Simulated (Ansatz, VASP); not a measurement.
# AlNi: VASP beside Ansatz

INCAR

```
SYSTEM = AlNi
  PREC = Accurate
  ENCUT = 520
  EDIFF = 1E-7
  ISMEAR = 0
  SIGMA = 0.15
  LREAL = .FALSE.
  LASPH = .TRUE.
  NELM = 100
  ALGO = Normal
  ISIF = 2
  LWAVE = .FALSE.
  LCHARG = .FALSE.
  GGA = PE
  NBANDS = 14
```

The input KPOINTS:

```
Automatic mesh
0
G
  16 16 16
  0 0 0
```

POSCAR

```
AlNi
1.0
    2.9962400000      0.0000000000      0.0000000000
    0.0000000000      2.9962400000      0.0000000000
    0.0000000000      0.0000000000      2.8810000000
Al Ni
1 1
Direct
    0.0000000000      0.0000000000      0.0000000000
    0.5000000000      0.5000000000      0.5000000000
```

Input for Ansatz:

```yaml
crystal:
  lattice:
    - [2.99624, 0.0, 0.0]
    - [0.0, 2.99624, 0.0]
    - [0.0, 0.0, 2.881]
  atoms:
    - { symbol: Al, position: [0.0, 0.0, 0.0] }
    - { symbol: Ni, position: [0.5, 0.5, 0.5] }
basis:
  ecutwfc: 420
kpoints:
  mp_grid: { grid: [16, 16, 16] }
hamiltonian:
  xc: pbe
scf:
  occupations: { method: gaussian, width: 0.15 }
output:
  forces: true
  stress: true
  eigenvalues: true
```

Change from the starting cell: strain +0.040 along x and y, +0.000 along z, atoms carried along.

Alike in both runs: task single point; functional PBE; k mesh 16 × 16 × 16; occupations gaussian, width 0.15 eV; no spin polarisation.

|  | VASP | Ansatz |
| --- | --- | --- |
| version | VASP 6.6.1 | Ansatz 0.2.0 |
| potentials or method | VASP PAW PBE potentials, release 64 (Al, Ni) | scalar-relativistic, plane waves, PAW |
| plane-wave cutoff (eV) | 520 | 420 |
| valence electrons in the cell | 13 | 21 |

|  | VASP | Ansatz | Ansatz less VASP |
| --- | --- | --- | --- |
| gap on the k mesh at the Fermi level (eV) | none | none | - |
| pressure (GPa) | -8.9 | -9.0 | -0.05 |
| largest component of the traceless stress (GPa) | 1.83 | 1.78 | -0.046 |

A gap of «none» marks a metal or a gap that the smearing closes. The two sets of potentials don't hold the same shells in valence.

Spin polarisation is off, so any magnetic state and its effect on volume and gap are missing.
